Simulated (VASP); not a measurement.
**SnTe (distorted rocksalt): one LDA single-point calculation in two programs**

```cif
data_structure
_symmetry_space_group_name_H-M 'P 1'
_symmetry_Int_Tables_number 1
_cell_length_a 4.6064
_cell_length_b 4.5084
_cell_length_c 4.6304
_cell_angle_alpha 58.808
_cell_angle_beta 58.670
_cell_angle_gamma 58.408
_cell_volume 65.86
loop_
_atom_site_label
_atom_site_type_symbol
_atom_site_fract_x
_atom_site_fract_y
_atom_site_fract_z
_atom_site_occupancy
Sn1 Sn 0.01470 0.00870 0.95880 1
Te1 Te 0.52160 0.44620 0.50100 1
```

The two codes use different PAW datasets and cutoffs. VASP's cell holds 20 valence electrons and Ansatz's 30. LDA means the Perdew–Zunger form with relativistic exchange in VASP and the Perdew–Wang form in Ansatz. Ansatz's stress includes a Pulay correction; VASP's doesn't.

Cutoffs: 520 eV in VASP, 420 eV in Ansatz. k meshes: 6×6×6 and 6×6×6.

```
                                                                      VASP                             Ansatz
gap between bands v and c on the k mesh  -0.08 eV (bands overlap: a metal)  -0.07 eV (bands overlap: a metal)
         least direct gap on the k mesh                            0.07 eV                            0.07 eV
                               pressure                           -2.9 GPa                           -3.0 GPa
                          largest force                          0.06 eV/Å                          0.05 eV/Å
```

Forces (eV/Å), VASP:

```tsv
atom	Fx	Fy	Fz
Sn	-0.038	0.011	-0.046
Te	0.038	-0.011	0.046
```

Ansatz:

| atom | Fx | Fy | Fz |
| --- | --- | --- | --- |
| Sn | -0.035 | 0.006 | -0.038 |
| Te | 0.035 | -0.005 | 0.038 |
